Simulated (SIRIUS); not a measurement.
# Au (Fm-3m) in SIRIUS: a series of runs, part 3 of 3

SIRIUS 7.12.0.

### Step 8. Equation of state, PBEsol, 17.87 Å³/atom (volume scaled by 1.06)

sirius.json reads:

```json
{
  "control": {
    "processing_unit": "cpu",
    "std_evp_solver_name": "lapack",
    "gen_evp_solver_name": "lapack",
    "verbosity": 2,
    "print_forces": false,
    "ortho_rf": true,
    "use_second_variation": true,
    "rmt_max": 3.0,
    "num_bands_to_print": 24,
    "save_wf": true
  },
  "parameters": {
    "electronic_structure_method": "full_potential_lapwlo",
    "xc_functionals": ["XC_GGA_X_PBE_SOL", "XC_GGA_C_PBE_SOL"],
    "core_relativity": "dirac",
    "valence_relativity": "iora",
    "num_fv_states": 25,
    "smearing": "fermi_dirac",
    "smearing_width": 0.0018374661,
    "pw_cutoff": 20,
    "gk_cutoff": 3.51,
    "lmax_apw": 11,
    "lmax_rho": 8,
    "lmax_pot": 8,
    "num_mag_dims": 0,
    "auto_rmt": 0,
    "ngridk": [11, 11, 11],
    "shiftk": [0, 0, 0],
    "num_dft_iter": 80,
    "energy_tol": 1e-07,
    "density_tol": 1e-05,
    "use_symmetry": true
  },
  "settings": {"tol_ne": 1e-10},
  "iterative_solver": {"type": "exact"},
  "mixer": {"type": "anderson", "beta": 0.5, "max_history": 8},
  "unit_cell": {
    "lattice_vectors": [[0.0, 3.9210155896, 3.9210155896], [3.9210155896, 0.0, 3.9210155896], [3.9210155896, 3.9210155896, 0.0]],
    "atom_types": ["Au"],
    "atom_files": {"Au": "Au.json"},
    "atoms": {"Au": [[0.0, 0.0, 0.0]]}
  }
}
```

Au.json reads:

```json
{
  "name": "gold",
  "symbol": "Au",
  "number": 79,
  "mass": 196.966569,
  "rmin": 1e-06,
  "rmt": 2.62,
  "nrmt": 800,
  "rinf": 13.44,
  "core": "1s2s2p3s3p3d4s4p4d",
  "valence": [
    {"basis": [{"enu": 0.1, "dme": 0, "n": 0, "auto": 0}, {"enu": 0.1, "dme": 1, "n": 0, "auto": 0}]},
    {"l": 0, "n": 1, "basis": [{"enu": 0.2, "dme": 0, "n": 0, "auto": 0}]},
    {"l": 1, "n": 2, "basis": [{"enu": 0.2, "dme": 0, "n": 0, "auto": 0}]},
    {"l": 2, "n": 3, "basis": [{"enu": 0.2, "dme": 0, "n": 0, "auto": 0}]},
    {"l": 3, "n": 4, "basis": [{"enu": 0.2, "dme": 0, "n": 0, "auto": 0}]},
    {"l": 4, "n": 5, "basis": [{"enu": 0.2, "dme": 0, "n": 0, "auto": 0}]}
  ],
  "lo": [
    {"l": 0, "basis": [{"enu": 0.2, "dme": 0, "n": 0, "auto": 0}, {"enu": 0.2, "dme": 1, "n": 0, "auto": 0}]},
    {
      "l": 0,
      "basis": [{"enu": -3.5544, "dme": 0, "n": 5, "auto": 1}, {"enu": -3.5544, "dme": 1, "n": 5, "auto": 1}]
    },
    {"l": 0, "basis": [{"enu": -3.5544, "dme": 1, "n": 5, "auto": 1}, {"enu": 0.2, "dme": 0, "n": 0, "auto": 0}]},
    {"l": 0, "basis": [{"enu": 0.2, "dme": 0, "n": 0, "auto": 0}, {"enu": 2.5309, "dme": 0, "n": 0, "auto": 0}]},
    {"l": 1, "basis": [{"enu": 0.2, "dme": 0, "n": 0, "auto": 0}, {"enu": 0.2, "dme": 1, "n": 0, "auto": 0}]},
    {
      "l": 1,
      "basis": [{"enu": -1.7779, "dme": 0, "n": 5, "auto": 1}, {"enu": -1.7779, "dme": 1, "n": 5, "auto": 1}]
    },
    {"l": 1, "basis": [{"enu": -1.7779, "dme": 1, "n": 5, "auto": 1}, {"enu": 0.2, "dme": 0, "n": 0, "auto": 0}]},
    {"l": 1, "basis": [{"enu": 0.2, "dme": 0, "n": 0, "auto": 0}, {"enu": 2.8805, "dme": 0, "n": 0, "auto": 0}]},
    {"l": 2, "basis": [{"enu": 0.2, "dme": 0, "n": 0, "auto": 0}, {"enu": 0.2, "dme": 1, "n": 0, "auto": 0}]},
    {"l": 2, "basis": [{"enu": 0.2, "dme": 1, "n": 0, "auto": 0}, {"enu": 0.2, "dme": 2, "n": 0, "auto": 0}]},
    {"l": 2, "basis": [{"enu": 0.2, "dme": 0, "n": 0, "auto": 0}, {"enu": 2.4726, "dme": 0, "n": 0, "auto": 0}]},
    {"l": 3, "basis": [{"enu": 0.2, "dme": 0, "n": 0, "auto": 0}, {"enu": 0.2, "dme": 1, "n": 0, "auto": 0}]},
    {
      "l": 3,
      "basis": [{"enu": -2.5891, "dme": 0, "n": 4, "auto": 1}, {"enu": -2.5891, "dme": 1, "n": 4, "auto": 1}]
    },
    {"l": 3, "basis": [{"enu": -2.5891, "dme": 1, "n": 4, "auto": 1}, {"enu": 0.2, "dme": 0, "n": 0, "auto": 0}]},
    {"l": 3, "basis": [{"enu": 0.2, "dme": 0, "n": 0, "auto": 0}, {"enu": 3.5798, "dme": 0, "n": 0, "auto": 0}]},
    {"l": 4, "basis": [{"enu": 0.2, "dme": 0, "n": 0, "auto": 0}, {"enu": 0.2, "dme": 1, "n": 0, "auto": 0}]},
    {"l": 4, "basis": [{"enu": 0.2, "dme": 0, "n": 0, "auto": 0}, {"enu": 2.997, "dme": 0, "n": 0, "auto": 0}]}
  ],
  "free_atom": [... radial grid and density of the free atom, the start of the SCF ...]
}
```

sirius_start.json reads:

```json
{
  "control": {
    "processing_unit": "cpu",
    "std_evp_solver_name": "lapack",
    "gen_evp_solver_name": "lapack",
    "verbosity": 1,
    "print_forces": false,
    "ortho_rf": true,
    "use_second_variation": true,
    "rmt_max": 3.0,
    "num_bands_to_print": 24,
    "save_wf": false
  },
  "parameters": {
    "electronic_structure_method": "full_potential_lapwlo",
    "xc_functionals": ["XC_LDA_X", "XC_LDA_C_PW"],
    "core_relativity": "dirac",
    "valence_relativity": "iora",
    "num_fv_states": 25,
    "smearing": "fermi_dirac",
    "smearing_width": 0.0055123983,
    "pw_cutoff": 20,
    "gk_cutoff": 2.81,
    "lmax_apw": 11,
    "lmax_rho": 8,
    "lmax_pot": 8,
    "num_mag_dims": 0,
    "auto_rmt": 0,
    "ngridk": [4, 4, 4],
    "shiftk": [0, 0, 0],
    "num_dft_iter": 30,
    "energy_tol": 0.01,
    "density_tol": 0.05,
    "use_symmetry": true
  },
  "settings": {"tol_ne": 1e-10},
  "iterative_solver": {"type": "exact"},
  "mixer": {"type": "anderson", "beta": 0.5, "max_history": 8},
  "unit_cell": {
    "lattice_vectors": [[0.0, 3.9210155896, 3.9210155896], [3.9210155896, 0.0, 3.9210155896], [3.9210155896, 3.9210155896, 0.0]],
    "atom_types": ["Au"],
    "atom_files": {"Au": "Au.json"},
    "atoms": {"Au": [[0.0, 0.0, 0.0]]}
  }
}
```

The run is started by

```bash
$ OMP_NUM_THREADS=1 sirius.scf --input=sirius_start.json --output=start.json
$ OMP_NUM_THREADS=1 sirius.scf --input=sirius.json --output=output.json --task=1
```

Wall time 68 s (1 thread of Arm Neoverse N1, shared host); peak memory 0.34 GiB.

The run converged. Its results:

* Free energy: -518177.1276 eV
* Band gap on the k mesh: none (metal or under the smearing width)
* All electrons inside the program's atomic spheres: Au 77.74 (radii Au 2.62 bohr)

### Step 9. Equation of state, PBEsol

Potentials or basis: all-electron FP-LAPW, apw+lo standard.

No new run: the results of the series are fitted here.

Results:

```
Equilibrium volume                      : 17.00 Å³/atom
Bulk modulus                            : 178 GPa
Pressure derivative of the bulk modulus : 5.2
```

Energy against volume, from the lowest point:
```tsv
volume (Å³/atom)	energy (meV/atom)
15.843	50.10
16.181	23.76
16.518	7.41
16.855	0.00
17.192	0.42
17.529	7.61
17.866	21.15
```

The run has no spin-orbit coupling, so splittings on Au are missing.

### Step 10. Against experiment

Step 9. Measured bulk modulus of Au: 167 GPa (quoted in “Exploring toroidal anvil profiles for larger sample volumes above 4 Mbar”, 2024, pmc:11102561). This calculation gives 178 GPa (+6.4 %). The fit is for a static lattice scaled at fixed shape and fixed fractional positions.
